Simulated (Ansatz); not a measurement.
Input and command of a calculation in Ansatz (plane waves; scalar-relativistic PAW potentials unless the input names others):

```yaml
crystal:
  lattice:
    - [0.0, 2.8697448, 3.08497566]
    - [2.8264951, 0.0, 3.08497566]
    - [2.8264951, 2.8697448, 0.0]
  atoms:
    - { symbol: H, position: [0.0, 0.0, 0.0] }
    - { symbol: Br, position: [0.5, 0.5, 0.5] }
basis:
  ecutwfc: 500
kpoints:
  mp_grid: { grid: [12, 12, 12] }
hamiltonian:
  xc: r2scan
  hubbard: { sites: [{ species: Br, l: p, u_eff: 20.0 }] }
scf:
  occupations: { method: gaussian, width: 0.1 }
  max_iter: 100
output:
  forces: true
  eigenvalues: true
  stress: true
```

```bash
ansatz run input.yaml --threads 1 --pin off --max-ram 1331MiB --backend cpu --events-out ev --progress --plain --runs-dir out
```

Abridged log:
```
Basis set: ecut = 500 eV, 1299 PW (Γ), exchange–correlation on 128×128×120 points (64 copies of the dense FFT grid, shifted against one another)
Bands: 8, of which v1, the nominal top of the filled ones, is band 4 counted from 1 (3 counted from 0)
Symmetry: 8 space group operations
k-points: 280 of 1728
SCF iter   1: F=—  HF=-2803.117443 eV  |F-HF|=—  |Δ(HF+E_count)|=         —  Δρ=7.06e-2  dr2=4.47e0  dr2_τ=6.43e-2  ethr=3.10e-3  ⟨swp⟩=6.9  Hψ=18877  notcnv=0
SCF iter   2: F=—  HF=-2802.230535 eV  |F-HF|=—  |Δ(HF+E_count)|=   8.87e-1  Δρ=3.04e-2  dr2=6.47e-1  dr2_τ=1.42e-2  ethr=3.10e-3  ⟨swp⟩=3.0  Hψ=7532  notcnv=0
SCF iter   3: F=—  HF=-2802.488346 eV  |F-HF|=—  |Δ(HF+E_count)|=   2.58e-1  Δρ=6.55e-3  dr2=3.33e-2  dr2_τ=2.32e-3  ethr=3.10e-3  ⟨swp⟩=2.6  Hψ=6084  notcnv=0
SCF iter   4: F=—  HF=-2802.529339 eV  |F-HF|=—  |Δ(HF+E_count)|=   4.10e-2  Δρ=7.28e-4  dr2=4.03e-4  dr2_τ=1.40e-5  ethr=4.16e-4  ⟨swp⟩=2.8  Hψ=6234  notcnv=0
SCF iter   5: F=—  HF=-2802.529761 eV  |F-HF|=—  |Δ(HF+E_count)|=   4.22e-4  Δρ=2.07e-4  dr2=3.69e-5  dr2_τ=2.30e-7  ethr=5.04e-6  ⟨swp⟩=2.0  Hψ=3747  notcnv=0
SCF iter   6: F=—  HF=-2802.529797 eV  |F-HF|=—  |Δ(HF+E_count)|=   3.57e-5  Δρ=4.60e-5  dr2=1.99e-6  dr2_τ=1.82e-8  ethr=4.61e-7  ⟨swp⟩=2.2  Hψ=3465  notcnv=0
SCF iter   7: F=-2802.529798 eV  HF=-2802.529798 eV  |F-HF|=1.73e-8  |Δ(HF+E_count)|=   1.35e-6  Δρ=7.80e-6  dr2=6.04e-8  dr2_τ=1.01e-9  ethr=1.25e-9  ⟨swp⟩=5.0  Hψ=16082  notcnv=0
SCF 1 converged in 7 iterations: F = -2802.529798 eV  dr2 = 6.04e-8
SCF converged after 7 iterations
Free energy (F): -2802.529798 eV
Harris-Foulkes:  -2802.529798 eV  (|F-HF|=1.73e-8)
Internal energy: -2802.529798 eV  (E = F + TS)
E sigma→0 (E₀):  -2802.529798 eV
Fermi energy:    -5.664928 eV
--- Forces (eV/Å), atoms counted from 1 ---
  atom   1  H      0.00000000     0.00000000     0.00000000
  atom   2  Br     0.00000000     0.00000000     0.00000000
--- Stress (GPa, compression-positive) ---
       -4.890966       0.000000       0.000000
        0.000000      -4.262793       0.000000
        0.000000       0.000000      -2.660083
  P = ⅓ Tr σ = -3.9379 GPa (-39.379 kbar)
Occupation matrices written to <dir>
```

**Question.** Find the fault.

**Answer.** The fault is an enormous or negative U (hamiltonian.hubbard: not typed → {"sites": [{"species": "Br", "l": "p", "u_eff": 20.0}]}, the first being the value of the sound run). Setting it back cures it. The run converged all the same, with an energy at zero smearing 1.8 eV/atom above the reference's (the Hamiltonian itself differs), pressure -3.94 GPa, largest force 0.000 eV/Å, gap on the mesh 6.84 eV, so convergence alone doesn't show that an input is right. A reference run from the same start on usual settings converged with pressure -7.81 GPa, largest force 0.000 eV/Å, no gap on the mesh.